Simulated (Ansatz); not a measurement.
Si2Ni:

```
CELL_PARAMETERS angstrom
0.00000 2.70300 2.70300
2.70300 0.00000 2.70300
2.70300 2.70300 0.00000
ATOMIC_POSITIONS crystal
Ni 0.00000 0.00000 0.00000
Si 0.75000 0.75000 0.75000
Si 0.25000 0.25000 0.25000
```

Base run:

* Program: Ansatz 0.2.0
* Functional: LDA
* Potentials or basis: all-electron LAPW, scalar-relativistic
* Cutoff: 269 eV
* Density cutoff: 1077 eV
* Basis error allowed: 0.002 eV/atom
* k mesh: 9 × 9 × 9
* Occupations: fermi-dirac, width 0.05 eV
* Spin: collinear spin, ferromagnetic start
* Starting moments: [1.0, 0.0, 0.0] μB

Its results: pressure -4.3 GPa; net moment 0.00 μB per cell.

Q: The run is repeated on the same cell with these changes: functional from LDA to PBEsol. What comes out?

A: Pressure -0.9 GPa; net moment 0.00 μB per cell.

PBEsol binds less tightly than LDA, so the same cell stands under more pressure.

Not every run made on this cell is shown here.
